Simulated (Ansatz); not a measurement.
## Hf under changes of volume

One of the cells (21.882 Å³/atom); the others are scaled copies at fixed shape and fractional positions:

```xyz
1
Lattice="0.0000 2.2200 2.2200 2.2200 0.0000 2.2200 2.2200 2.2200 0.0000" Properties=species:S:1:pos:R:3 pbc="T T T"
Hf    0.0000    0.0000    0.0000
```

This isn't the form of Hf at room conditions, which is hcp.

| Item | Value |
| --- | --- |
| Program | Ansatz 0.2.0 |
| Functional | PBE |
| Potentials or basis | all-electron LAPW, scalar-relativistic |
| Cutoff | 229 eV (chosen from the basis error) |
| Basis error allowed | 0.0005 eV/atom |
| k mesh | 10 × 10 × 10 |
| Occupations | fermi-dirac, width 0.05 eV |
| Spin | no spin polarisation |

```csv
volume (Å³/atom),energy over the lowest point (meV/atom),pressure (GPa)
20.569,60.66,11.0
21.007,?,?
21.444,16.41,5.5
21.882,5.07,3.1
22.320,0.00,0.9
22.757,0.60,-1.0
23.195,6.31,-2.8
```

Problem. What does the run at 21.007 Å³/atom give?

Solution. Energy over the lowest point 34.70 meV/atom; pressure 8.1 GPa.

Worked out: A Birch-Murnaghan fit of order 3 (a polynomial in V^(-2/3)) to the other rows has its minimum at 22.49 Å³/atom with B0 = V·E''(V) = 102 GPa and B' = 4.2. It gives 34.66 meV/atom at 21.007 Å³/atom, against the run's 34.70, and -dE/dV = 8.1 GPa, against 8.1.

Energies are extrapolated to zero smearing.
